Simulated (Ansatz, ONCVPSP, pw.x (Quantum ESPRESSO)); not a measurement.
# From atom to crystal: ONCV potential for Ga

```
Element                 : Ga
Generator               : ONCVPSP 4.0.1.1 (patched build)
Type                    : optimised norm-conserving Vanderbilt (ONCV)
Functional              : PBE
Relativity              : scalar-relativistic
Frozen core             : [Ar] 3d10
Valence charge          : 3
Reference configuration : 4s2 4p1
Partial waves           : 4s: rc 1.90 bohr, ncon 5, nbas 9, qcut 4.1 1/bohr, 2 projectors, debl 2.6 Ha; 4p: rc 2.85 bohr, ncon 4, nbas 7, qcut 3.3 1/bohr, 3 projectors, debl 3.4 Ha
Local potential         : polynomial inside 1.40 bohr (lpopt 4, dvloc0 0 Ha)
Core correction         : Teter function fitted to the true core (icmod 2), fcfact 0.5
```

Atomic tests: cutoffs needed: 7.4 Ha and 15 Ha (the cutoffs (Ha) at which the residual kinetic energy of the hardest occupied pseudo-wave falls to 1 and 0.1 mHa per electron) The cutoffs count occupied waves only; projector 2 of the p channel, the hardest unoccupied one, needs 21 Ha at the loose tolerance.; ghost test: no bound ghost flagged; GHOST(+) flagged for s at 133.4 eV; largest excitation error: -147 meV (all-electron minus pseudo) for 4s1 4p0, out of 4 test configurations.

Crystal test: fcc Ga in pw.x 7.5, no spin, 13³ k-points, Fermi–Dirac smearing 0.01 Ry, cutoffs 50/200 Ry. The reference is all-electron LAPW (Ansatz 0.2.0) with the same functional, mesh and smearing; V0 and B0 come from Birch–Murnaghan fits to the pressures at five volumes. Errors are pseudo minus all-electron; Δ is the rms difference of the E(V) curves that follow from these fits, minima aligned, over ±6 % about the mean V0. Mesh and smearing are coarse, so the numbers serve the comparison and aren't converged zero-temperature values; the lattice is a test structure that the element need not adopt.

All-electron: a0 = 4.236 Å (V0 = 19.00 Å³/atom), B0 = 48.8 GPa.

How far does the potential miss the all-electron equation of state?

mean pressure error (GPa): -16.54. The pressure does not cross zero within the volumes sampled, so no fit is given. This is a poor potential for the solid. The pseudo pressure rises with volume over the whole range, a mechanical instability.

```csv
V (Å³/atom),P all-electron (GPa),P pseudo (GPa)
18.074,2.74,-16.94
18.549,1.23,-16.70
19.025,-0.07,-16.44
19.501,-1.20,-16.18
19.976,-2.17,-15.90
```

At the middle volume, how do free energy and pressure move when the wave cutoff is lowered (ecutrho kept at four times it)?

```
cutoff (Ry)  shift of F (meV/atom)  shift of P (GPa)
         22                   +7.5             -0.01
         30                   +2.4             -0.06
         40                   +0.6             +0.03
```

The run at the middle volume (84 k-points, 6 iterations) took about 2.9 s on one core of a shared host (Intel(R) Xeon(R) 6975P-C, 192 threads, 756 GiB, load 26).
